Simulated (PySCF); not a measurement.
# Malononitrile: full NMR table

```yaml
Formula: C3H2N2
SMILES: N#CCC#N
Point_group_of_the_computed_structure: C2v
Degrees_of_unsaturation: 4
Carbon_signals: 2
Proton_signals: 1
```

Atom-mapped SMILES (the numbers label the heavy atoms): `[N:1]#[C:2][CH2:3][C:4]#[N:5]`. Hydrogens are named by the atom that carries them.

Relativity neglected, single conformer, no solvent model, averaged over atoms made equivalent by symmetry, fast rotation or ring inversion. Shieldings: GIAO B97-2/pcSseg-2; J: B3LYP/pcJ-2; coordinates at the PBE0-D3(BJ)/def2-TZVP level; PySCF 2.14.0 with density-fitted response routines.

δ = σ(ref) − σ, references computed at the same level: ¹H (σref 31.64) and ¹³C (σref 185.38) against TMS; NH3 for ¹⁵N (σref 261.75).

| carbon | δC, type | δH (multiplicity, J in Hz) | HMBC from (abs. J ≥ 3 Hz) | span of the C tensor (ppm) |
| --- | --- | --- | --- | --- |
| C2/C4 | 114.7, C | – | H(C3) | 332 |
| C3 | 8.5, CH2 | 3.21 (s) | – | 26 |

Other nuclei:
```json
{"atoms": "N1/N5", "nucleus": "¹⁵N", "environment": "nitrile nitrogen", "δ (ppm)": "301.5", "σ (ppm)": "-39.7"}
```

Selected couplings (Hz, signed; the shortest-range and largest first, 30 at most; isotopes ¹³C, ¹H, ¹⁵N): ¹J(C3,H(C3)) 144.8, ¹J(C2,C3) 69.4, ¹J(N1,C2) -17.9, ²J(N1,C3) 3.5, ³J(N1,H(C3)) -1.6.

1. Carbon types of the structure: 2 × C, 1 × CH2, which accounts for all hydrogens.
2. δC 114.7: nitrile carbon; this is the usual window of a C≡N carbon, which has no attached hydrogen.
3. δC 8.5: sp3 CH2 α to a nitrile; aliphatic region, no heteroatom directly attached.
4. δH 3.21: hydrogen on an sp3 CH2 α to a nitrile.

Shifts are as computed. Against solution values, carbons near 30 ppm lie about +3 ppm off and those near 130 ppm about +7 ppm. Of 1211 compounds with measured shifts, 218 miss one by over three times the rms of a fit or turn the order of signals round; such compounds aren't used in these exercises. Experimental scales use liquid or dissolved standards, which lie at an offset from isolated NH3 (liquid NH3: subtract about 20 ppm). Unscaled 15N shifts of sp2 nitrogen come out 20 to 40 ppm too high even then.
